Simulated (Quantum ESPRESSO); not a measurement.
Crystal: PbS.

```
Pb S
1.0
     4.08970    0.00000    0.00000
    -2.04485    3.54178    0.00000
     0.00000    0.00000    3.78817
Pb S
1 1
Direct
  0.00000 0.00000 0.00000
  0.66667 0.33333 0.50000
```

Measurements of this composition are mostly on another form, of space group No. 225.

```yaml
Program: Quantum ESPRESSO 7.5
Task: single point
Functional: PBE
Potentials_or_basis: SSSP 1.3 efficiency PBE
Cutoff: 748 eV
Density_cutoff: 5987 eV
k_mesh: 8 × 8 × 7
Occupations: fermi-dirac, width 0.05 eV
Spin: no spin polarisation
```

On this cell: pressure 0.0 GPa; largest force under 0.003 eV/Å; band gap on the k mesh 0.21 eV, indirect (least direct gap 1.64 eV).

The same run follows on a disturbed copy (atoms moved at random, drawn with an rms of 0.05 Å):

```
CELL_PARAMETERS angstrom
4.08970 0.00000 0.00000
-2.04485 3.54178 0.00000
0.00000 0.00000 3.78817
ATOMIC_POSITIONS crystal
Pb 0.00914 0.00313 0.99818
S 0.64940 0.31891 0.50437
```

**Question.** What changes?

**Answer.** The energy moves by +3.7 meV/atom; pressure 0.1 GPa; largest force 0.163 eV/Å; band gap on the k mesh 0.11 eV, indirect (least direct gap 1.65 eV).

Forces in eV/Å, atoms in the order of the input:
```
Pb  -0.122 -0.105 -0.024
S    0.122  0.105  0.024
```

Stress tensor (GPa, compression positive):
```
 0.07 -0.01 -0.05
-0.01  0.06 -0.04
-0.05 -0.04  0.17
```

Caveats: spin-orbit coupling is left out, which as a rule narrows the gap of such compounds by several tenths of an eV; an odd mesh through Γ misses points on the zone boundary, where band edges often lie.
